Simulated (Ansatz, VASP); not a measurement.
# Cross-check of BAs between VASP and Ansatz, part 2 of 2

Wanted: the spread between two codes on one cell, functional and k mesh. The cell is taken from a series of VASP runs on this material, whose earlier steps may have relaxed, scaled or displaced it; both programs get it as it stands.

VASP 6.6.1 and Ansatz 0.2.0.

So far. Step 2 (VASP: relaxation of cell and atoms, HSE06): The k-mesh is coarse for exact exchange; levels may shift by about 0.1 eV on a finer one.

## (4) Side by side

Known differences besides the potentials themselves: exact exchange at q = 0 is treated differently, which shows on coarse meshes; VASP keeps PBE cores, Ansatz makes them for the functional; both relaxations stop at a tolerance, which leaves soft axes loose, and VASP keeps its plane-wave basis; the data sets hold 18 valence electrons in Ansatz (default PAW (the set named soft_2) files) and 8 in VASP; the cutoff is 420 eV in Ansatz and 450 eV in VASP; Ansatz adds a Pulay correction to the stress that steers its cell, VASP none; VASP takes a coarser grid for exact exchange (PRECFOCK = Fast). Total energies have different zeros and are not compared.

Compared:

```csv
quantity,Ansatz,VASP,difference
volume (Å³),27.19,27.18,+0.04 %
"edge a after relaxation, in the typed setting (Å)",3.375,3.375,+0.01 %
```

The walks stopped with 0.02 GPa left in Ansatz and -0.01 GPa in VASP; each walk ends within a tolerance, so the volume difference is uncertain by about these residues over the bulk modulus, most in soft cells.

## (5) VASP: single point, HSE06, volume scaled by 1.015

A single point gives forces, pressure and levels at one fixed geometry, so differences don't come from the geometry; what else differs is listed under the comparison. The cell compared in this pair holds 27.58 Å³, against 27.18 Å³ for the pair before.

The run reads the wave functions of an earlier VASP run, which isn't shown here.

The input asks for a relaxation, which ended at its first step since no free force or stress exceeded the threshold; so it serves as a single point.

Contents of INCAR:

```
SYSTEM = BAs
PREC = Accurate
ENCUT = 450
EDIFF = 1E-06
NELM = 100
ISMEAR = 0
SIGMA = 0.03
LREAL = .FALSE.
ALGO = Normal
LHFCALC = .TRUE.
AEXX = 0.25
GGA = PE
HFSCREEN = 0.2
LASPH = .TRUE.
NBANDS = 10
PRECFOCK = Fast
LORBIT = 11
LWAVE = .FALSE.
LCHARG = .FALSE.
KPAR = 4
IBRION = 2
NSW = 30
ISIF = 4
EDIFFG = -0.01
```

Contents of POSCAR:

```
BAs
1.0
    0.0000000000      2.3981179099      2.3981179099
    2.3981179099      0.0000000000      2.3981179099
    2.3981179099      2.3981179099      0.0000000000
As B
1 1
Direct
    0.7500000000      0.7500000000      0.7500000000
    0.0000000000      0.0000000000      0.0000000000
```

Contents of KPOINTS:

```
Automatic mesh
0
Gamma
5 5 5
0 0 0
```

PAW data sets: As and B (PBE family, release 64).

Command:

```bash
> mpirun -np 4 vasp_std
```

Numbers of over 12 decimals in the logs are rounded to 6 here.

The log of the run:

```text
[... set-up lines as in an earlier step ...]
 entering main loop
       N       E                     dE             d eps       ncg     rms          rms(c)
DAV:   1    -0.132351512939E+02   -0.13235E+02   -0.49896E-01   204   0.478E+00    0.246E+00
DAV:   2    -0.132383143415E+02   -0.31630E-02   -0.71002E-03   226   0.636E-01    0.159E+00
DAV:   3    -0.132376193179E+02    0.69502E-03   -0.61894E-04   230   0.129E-01    0.929E-01
DAV:   4    -0.132374014811E+02    0.21784E-03   -0.16069E-04   230   0.693E-02    0.525E-01
DAV:   5    -0.132373250401E+02    0.76441E-04   -0.22867E-05   212   0.361E-02    0.301E-01
DAV:   6    -0.132372998223E+02    0.25218E-04   -0.89403E-06   246   0.237E-02    0.174E-01
DAV:   7    -0.132372927909E+02    0.70314E-05   -0.35408E-06   214   0.146E-02    0.100E-01
DAV:   8    -0.132372908895E+02    0.19014E-05   -0.11406E-06   136   0.854E-03    0.575E-02
DAV:   9    -0.132372904322E+02    0.45721E-06   -0.45904E-07   110   0.534E-03
   1 F= -.13237290E+02 E0= -.13237290E+02  d E =-.132373E+02
[...]
reached required accuracy - stopping structural energy minimisation
```

Parts of OUTCAR (step 5):

```text
  Total       -0.3687608     -0.3687608     -0.3687608     -0.0000000      0.0000000     -0.0000000
  in kB      -21.4197172    -21.4197172    -21.4197172     -0.0000000      0.0000000     -0.0000000
  external PRESSURE =     -21.4197172 kB  Pullay stress =       0.0000000 kB

 POSITION                                       TOTAL-FORCE (eV/Angst)
 -----------------------------------------------------------------------------------
      3.59718      3.59718      3.59718         0.000000      0.000000      0.000000
      0.00000      0.00000      0.00000        -0.000000     -0.000000     -0.000000
 -----------------------------------------------------------------------------------
    total drift:                               -0.000000     -0.000000     -0.000000

  FREE ENERGIE OF THE ION-ELECTRON SYSTEM (eV)
  ---------------------------------------------------
  free  energy   TOTEN  =       -13.2372904322 eV

  energy  without entropy=      -13.2372904322  energy(sigma->0) =      -13.23729043

[... 2 parts as in an earlier step ...]

[... 2 further parts left out ...]
[key lines of the parts left out:]
E-fermi :   5.7505
```

## (6) Ansatz: single point, HSE06, volume scaled by 1.015

The same cell, functional, mesh and smearing now go to Ansatz, which takes its cutoff from its data sets.

The cell is a member of a volume series, scaled by 1.015 from a relaxed one, so a pressure remains.

Contents of input.yaml:

```yaml
crystal:
  lattice:
    - [0.0, 2.39811791, 2.39811791]
    - [2.39811791, 0.0, 2.39811791]
    - [2.39811791, 2.39811791, 0.0]
  atoms:
    - { symbol: As, position: [0.75, 0.75, 0.75] }
    - { symbol: B, position: [0.0, 0.0, 0.0] }
hamiltonian:
  xc: { exchange: pbe, correlation: pbe, exx: { coeff: 0.25, omega: 0.2 } }
  pseudopotentials: { kind: paw }
kpoints:
  mp_grid: { grid: [5, 5, 5] }
scf:
  occupations: { method: gaussian, width: 0.03 }
  n_extra_bands: 4
output:
  forces: true
  stress: true
  eigenvalues: true
```

Command:

```bash
> ansatz run input.yaml --threads 4 --pin off --max-ram 9216MiB --backend cpu --events-out ev --progress --plain --runs-dir out
```

The log of the run:

```text
[...]
P = ⅓ Tr σ = -2.0445 GPa (-20.445 kbar)
--- Band table (eV; the first three rows and the last of 10) ---
  k-point 0: bands = [... 5 lower, -6.2915, 10.5433, 10.5433, 10.5433, 14.6706, 14.6706, 14.6706, 16.2839]
  k-point 1: bands = [... 5 lower, -5.5827, 6.4908, 9.6173, 9.6173, 14.6152, 15.8588, 15.8588, 18.8853]
  k-point 2: bands = [... 5 lower, -3.7310, 1.8834, 8.6962, 8.6962, 14.1270, 16.3076, 16.3076, 20.5798]
  k-point 9: bands = [... 5 lower, -2.1982, 2.1338, 4.6551, 6.0787, 15.8846, 16.8156, 17.6755, 21.5500]
[key lines of the parts left out:]
Free energy (F): -5013.441600 eV
Fermi energy:    11.477552 eV
```

The job ended after 4.6 s (4 threads of Arm Neoverse V2, shared host; peak memory 0.62 GiB; 14 s of CPU time).

The run ends at a pressure of -2.04 GPa.

## (7) Side by side

Both answers:

```csv
quantity,Ansatz,VASP,difference
pressure (GPa),-2.04,-2.14,+0.10
pressure without Ansatz's Pulay correction (GPa),-2.14,-2.14,0.00
gap on the k mesh (eV),1.869,1.877,-0.009
```

A gap on the mesh is an upper bound, since the band edges may lie between its points. Ansatz's pressure holds a Pulay correction of 0.10 GPa; VASP's holds none.

## (8) Results

```yaml
difference_in_volume_relaxation_of_cell_and_atoms_hse06: 0.040 %
difference_in_gap_on_the_k_mesh_single_point_hse06_volume_scaled_by_1p015: -0.0086 eV
```

**Reading.** The difference in gap on the k mesh is -0.0086 eV (single point, HSE06, volume scaled by 1.015), within the 0.08 eV picked in this series as the mark of a large difference. Such differences can come from data sets, numerical settings and the points named under the comparisons, not from the functional's error against experiment.

[Lines on the potential files, build, host, timing and source positions are cut from VASP's logs without a mark.]

[Logs are printed without paths, hosts, clocks, repeated set-up lines and the standing remarks that a program may print on its own settings, such as how far it seeks lower states.]

[Hosts, paths, dates, database ids (printed as entryN), source tags and the programs' standing remarks are cut or masked in the printed files.]
